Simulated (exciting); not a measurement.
# InP (F-43m) in exciting: further runs

The runs below take InP through electric field gradients, real-space fields, band structure, with RPBE+TS, BLYP, LDA-GL+D2, BP86+D2, LDA-HL+D2, AM05.

Program: exciting (release sodium). These are calculated values, not measurements. Logs are shortened: lines on timing, memory, paths and dates and some standing lists are left out, and cuts for length are marked.

**Experimental background.**

From a printed reference work, data compilation, for a bulk crystal of InP at 1.6 K: band gap 1.4236 eV (direct).

The results are compared with them further down.

## 1. The crystal as given

The structure is cubic, space group F-43m (No. 216). The conventional cell has a = 5.861 Å, b = 5.861 Å, c = 5.861 Å, α = 90.00°, β = 90.00°, γ = 90.00°. In (site symmetry -43m) has 4 P at 2.54 Å as nearest neighbours. P (site symmetry -43m) has 4 In at 2.54 Å as nearest neighbours.

## 2. Electric field gradients, RPBE+TS, collinear spin, ferromagnetic start

Contents of input.xml:

```xml
<input>
  <title>InP</title>
  <structure speciespath="./" tshift="false">
    <crystal scale="1.88972612463">
      <basevect>0.000000000000 4.144352844500 0.000000000000</basevect>
      <basevect>-3.383849927700 2.072176422300 1.196371615200</basevect>
      <basevect>0.000000000000 2.072176422300 3.589114845600</basevect>
    </crystal>
    <species speciesfile="In.xml" rmt="2.3">
      <atom coord="0.000000000000 0.000000000000 0.000000000000" bfcmt="0 0 -8"/>
    </species>
    <species speciesfile="P.xml" rmt="2">
      <atom coord="0.750000000000 0.750000000000 0.750000000000" bfcmt="0 0 0"/>
    </species>
  </structure>
  <groundstate do="fromscratch" ngridk="7 7 7" rgkmax="7.8" gmaxvr="14" lmaxapw="10" lmaxmat="10" lmaxvr="8" stype="Fermi Dirac" swidth="0.00183747" nempty="20" ValenceRelativity="iora*" epsengy="1e-05" epspot="1e-05" maxscl="90" tforce="true" outputlevel="normal">
    <libxc exchange="XC_GGA_X_RPBE" correlation="XC_GGA_C_PBE"/>
    <spin reducebf="0.5"/>
  </groundstate>
  <properties>
    <EFG/>
    <mossbauer/>
    <TSvdW/>
  </properties>
</input>
```

Potentials or basis: all-electron LAPW+lo, shipped species files, valence relativity iora*.

On the command line:

```console
$ OMP_NUM_THREADS=1 exciting_smp
```

INFO.OUT:

```text
================================================================================
EXCITING SODIUM started
All units are atomic (Hartree, Bohr, etc.)
================================================================================

********************************************************************************
* Ground-state run starting from atomic densities                              *
********************************************************************************

++++++++++++++++++++++++++++++++++++++++++++++++++++++++++++++++++++++++++++++++
+ Starting initialization                                                      +
++++++++++++++++++++++++++++++++++++++++++++++++++++++++++++++++++++++++++++++++

 Lattice vectors (cartesian) :
      0.0000000000      7.8316918399      0.0000000000
     -6.3945496102      3.9158459201      2.2608146960
      0.0000000000      3.9158459201      6.7824440880

 Reciprocal lattice vectors (cartesian) :
      0.3275281654      0.8022768816     -0.4631947736
     -0.9825844962      0.0000000000      0.0000000000
      0.3275281654     -0.0000000000      0.9263895471

 Unit cell volume                           :     339.6657630510
 Brillouin zone volume                      :       0.7302773503

 Species :    1 (In)
     parameters loaded from                 :    In.xml
     name                                   :    indium
     nuclear charge                         :     -49.00000000
     electronic charge                      :      49.00000000
     atomic mass                            :  209300.41010000
     muffin-tin radius                      :       2.30000000
     # of radial points in muffin-tin       :     400

     atomic positions (lattice) :
       1 :   0.00000000  0.00000000  0.00000000

     magnetic fields (cartesian) :
       1 :   0.00000000  0.00000000 -8.00000000

 Species :    2 (P)
     parameters loaded from                 :    P.xml
     name                                   :    phosphorus
     nuclear charge                         :     -15.00000000
     electronic charge                      :      15.00000000
     atomic mass                            :   56461.71408000
     muffin-tin radius                      :       2.00000000
     # of radial points in muffin-tin       :     300

     atomic positions (lattice) :
       1 :   0.75000000  0.75000000  0.75000000

     magnetic fields (cartesian) :
       1 :   0.00000000  0.00000000  0.00000000

 Total number of atoms per unit cell        :       2

 Spin treatment                             :    spin-polarised
 Global magnetic field (cartesian) :        0.00000000   0.00000000   0.00000000
 collinear magnetisation in z-direction

 Number of Bravais lattice symmetries       :      48
 Number of crystal symmetries               :      24

 k-point grid                               :       7    7    7
 Total number of k-points                   :      30
 k-point set is reduced with crystal symmetries

 R^MT_min * |G+k|_max (rgkmax)              :       7.80000000
 Species with R^MT_min                      :       2 (P)
 Maximum |G+k| for APW functions            :       3.90000000
 Maximum |G| for potential and density      :      14.00000000

 G-vector grid sizes                        :      36    36    36
 Total number of G-vectors                  :   15665

 Maximum angular momentum used for
     APW functions                          :      10
     computing H and O matrix elements      :      10
     potential and density                  :       8
     inner part of muffin-tin               :       2

 Total nuclear charge                       :     -64.00000000
 Total electronic charge                    :      64.00000000
 Total core charge                          :      40.00000000
 Total valence charge                       :      24.00000000

 Number of empty states                     :      20
 Total number of valence states             :      66

 Maximum Hamiltonian size                   :     369
 Maximum number of plane-waves              :     348
 Total number of local-orbitals             :      21

 Exchange-correlation type                  :     100
     libxc; exchange: Hammer, Hansen, and Norskov; correlation: Perdew, Burke & Ernzerhof (see libxc for references)

 Smearing scheme                            :    Fermi-Dirac
 Smearing width                             :       0.00183747

 Using multisecant Broyden potential mixing

++++++++++++++++++++++++++++++++++++++++++++++++++++++++++++++++++++++++++++++++
+ Ending initialization                                                        +
++++++++++++++++++++++++++++++++++++++++++++++++++++++++++++++++++++++++++++++++

********************************************************************************
* Groundstate module started                                                   *
********************************************************************************
 Output level for this task is set to normal

++++++++++++++++++++++++++++++++++++++++++++++++++++++++++++++++++++++++++++++++
+ Self-consistent loop started                                                 +
++++++++++++++++++++++++++++++++++++++++++++++++++++++++++++++++++++++++++++++++
 Density and potential initialised from atomic data

++++++++++++++++++++++++++++++++++++++++++++++++++++++++++++++++++++++++++++++++
+ SCF iteration number :    1                                                  +
++++++++++++++++++++++++++++++++++++++++++++++++++++++++++++++++++++++++++++++++
 Total energy                               :     -6223.41403277
 _______________________________________________________________
 Fermi energy                               :         0.16854997
 Kinetic energy                             :      6527.04406272
 Coulomb energy                             :    -12566.72495387
 Exchange energy                            :      -180.51088493
 Correlation energy                         :        -3.22225670
 No external B-field energy in total energy

 DOS at Fermi energy (states/Ha/cell)       :         0.00039193

 Electron charges :
     core                                   :        40.00000000
     core leakage                           :         0.00168913
     valence                                :        24.00000000
     interstitial                           :         4.41339136
     charge in muffin-tin spheres :
                  atom     1    In          :        46.56282027
                  atom     2     P          :        13.02378837
     total charge in muffin-tins            :        59.58660864
     total charge                           :        64.00000000
[... 566 lines left out ...]
 Moments :
     interstitial                           :        -0.00000031
     moment in muffin-tin spheres :
                  atom     1    In          :         0.00000244
                  atom     2     P          :        -0.00000213
     total moment in muffin-tins            :         0.00000031
     total moment                           :         0.00000000

 RMS change in effective potential (target) :  0.226204E-07  ( 0.100000E-04)
 Absolute change in total energy   (target) :  0.106288E-05  ( 0.100000E-04)
 Charge distance                   (target) :  0.891883E-09  ( 0.100000E-04)
 Abs. change in max-nonIBS-force   (target) :   0.00000      ( 0.500000E-04)

++++++++++++++++++++++++++++++++++++++++++++++++++++++++++++++++++++++++++++++++
| Convergency criteria checked for the last 2 iterations                       +
| Convergence targets achieved. Performing final SCF iteration                 +
++++++++++++++++++++++++++++++++++++++++++++++++++++++++++++++++++++++++++++++++
 Total energy                               :     -6225.80598561
 _______________________________________________________________
 Fermi energy                               :         0.18965573
 Kinetic energy                             :      6524.71139030
 Coulomb energy                             :    -12566.80326495
 Exchange energy                            :      -180.48828146
 Correlation energy                         :        -3.22582950
 No external B-field energy in total energy

 DOS at Fermi energy (states/Ha/cell)       :         0.00256478

 Electron charges :
     core                                   :        40.00000000
     core leakage                           :         0.00169483
     valence                                :        24.00000000
     interstitial                           :         4.52629912
     charge in muffin-tin spheres :
                  atom     1    In          :        46.70736044
                  atom     2     P          :        12.76634043
     total charge in muffin-tins            :        59.47370088
     total charge                           :        64.00000000

 Moments :
     interstitial                           :        -0.00000018
     moment in muffin-tin spheres :
                  atom     1    In          :         0.00000109
                  atom     2     P          :        -0.00000090
     total moment in muffin-tins            :         0.00000019
     total moment                           :         0.00000001

++++++++++++++++++++++++++++++++++++++++++++++++++++++++++++++++++++++++++++++++
+ Self-consistent loop stopped                                                 +
++++++++++++++++++++++++++++++++++++++++++++++++++++++++++++++++++++++++++++++++
 STATE.OUT is written

--------------------------------------------------------------------------------
- Writing atomic positions and forces                                          -
--------------------------------------------------------------------------------

 Atomic positions (lattice) :
 atom     1  In  :     0.00000000    0.00000000    0.00000000
 atom     2   P  :     0.75000000    0.75000000    0.75000000

 Total atomic forces including IBS (cartesian) :
 atom     1  In  :     0.00000000    0.00000000   -0.00000000
 atom     2   P  :    -0.00000000   -0.00000000    0.00000000

 Atomic force components including IBS (cartesian) :
 atom     1  In  :    -0.00000000    0.00000000    0.00000000   HF force
                 :    -0.00000000   -0.00000000   -0.00000000   core correction
                 :    -0.00000000    0.00000000    0.00000000   IBS correction
 atom     2   P  :     0.00000000   -0.00000000   -0.00000000   HF force
                 :     0.00000000    0.00000000    0.00000000   core correction
                 :     0.00000000   -0.00000000   -0.00000000   IBS correction

********************************************************************************
* Groundstate module stopped                                                   *
********************************************************************************

================================================================================
| EXCITING SODIUM stopped                                                      =
================================================================================
```

Run time: 3.2 min. Hardware: 1 thread of Arm Neoverse V1, shared host; peak memory 0.17 GiB.

Results:

```yaml
Free_energy: -169412.8114 eV
Band_gap_on_the_k_mesh: 0.84 eV, direct
Net_moment: 0.00 μB per cell
All_electrons_inside_the_program's_atomic_spheres: In 46.71; P 12.77 (radii In 2.3, P 2.0 bohr)
Dispersion_energy_per_atom: -0.340 eV
```

Levels at points of the mesh, in eV from the valence-band top:
Spin up:
| k point | band 9 | band 10 | band 11 | band 12 | band 13 | band 14 | band 15 | band 16 |
| --- | --- | --- | --- | --- | --- | --- | --- | --- |
| (0.00, 0.00, 0.00) | -11.48 | 0.00 | 0.00 | 0.00 | 0.84 | 4.14 | 4.14 | 4.14 |
Spin down:
| k point | band 8 | band 9 | band 10 | band 11 | band 12 | band 13 | band 14 | band 15 | band 16 | band 17 |
| --- | --- | --- | --- | --- | --- | --- | --- | --- | --- | --- |
| (0.00, 0.00, 0.00) | -14.06 | -11.48 | 0.00 | 0.00 | 0.00 | 0.84 | 4.14 | 4.14 | 4.14 | 8.83 |

Caveat: the dispersion energy is computed afterwards and isn't part of the total energy; EFG.OUT prints the tensor in atomic units and with the sign opposite to the usual one; spin-orbit coupling is left out, which moves the levels of the heavy elements.

[end of part 1 of 5]
